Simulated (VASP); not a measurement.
Write the native input for VASP 6.6.1 that does the following.

```
Task                   : single point
Functional             : PBEsol
Potentials or basis    : VASP PAW PBE potentials, release 64 (Sn, O)
Cutoff                 : 500 eV
k mesh                 : 9 × 9 × 9
Occupations            : gaussian, width 0.1 eV
Spin                   : no spin polarisation
Further INCAR settings : ALGO = Normal; EDIFF = 1e-07; NBANDS = 25
```

The structure of SnO2 lies in POSCAR:

```
SnO2
1.0
   -2.0000686112      2.0000686112      5.1236788559
    2.0000686112     -2.0000686112      5.1236788559
    2.0000686112      2.0000686112     -5.1236788559
Sn O
2 4
Cartesian
    0.0000000000      0.0000000000      0.0000000000
    0.0000000000      2.0000686112      2.5618394280
    0.0000000000      2.0000686112      0.4767336214
    0.0000000000      0.0000000000      2.0851058065
    0.0000000000      2.0000686112      4.6469452345
    0.0000000000      0.0000000000      8.1622519053
```

Measurements of this composition are mostly on another form, of space group No. 136.

The input as run:

INCAR

```
SYSTEM = SnO2
ALGO     = Normal         ! electronic algorithm
EDIFF    = 1E-7           ! SCF threshold, eV
ENCUT    = 500            ! plane-wave cutoff, eV
GGA      = PS             ! functional
ISIF     = 2              ! what is computed and relaxed
ISMEAR   = 0              ! smearing method
LASPH    = .True.         ! aspherical terms in the spheres
LCHARG   = .True.         ! write CHGCAR
LELF     = .True.         ! ELF
LREAL    = .False.        ! projectors in reciprocal space
LVHAR    = .True.       
LWAVE    = .False.        ! write WAVECAR
NBANDS   = 25             ! bands
NELM     = 100            ! most SCF steps
PREC     = Accurate       ! precision mode
SIGMA    = 0.1            ! smearing width, eV
```

KPOINTS

```
k-points
0
Gamma
  9 9 9
  0 0 0
```

Potentials or basis: VASP PAW PBE potentials, release 64 (Sn, O).

Run with:

```console
$ cat potpaw_PBE.64/Sn/POTCAR potpaw_PBE.64/O/POTCAR > POTCAR
$ mpirun -np 1 vasp_std > vasp.out
```

It gave:

The pressure is 1.4 GPa, the largest force is 0.051 eV/Å and the band gap on the k mesh is 1.56 eV, indirect (least direct gap 1.95 eV).

Caveat: the PAW data sets were made with another functional, which shifts forces and pressure a little; spin-orbit coupling is left out, which moves the levels of the heavy elements; an odd mesh through Γ misses points on the zone boundary, where band edges often lie.

Run time: 2.4 min on 1 thread of Intel(R) Xeon(R) 6975P-C (Granite Rapids), with other jobs on the host, peak memory 0.38 GiB.
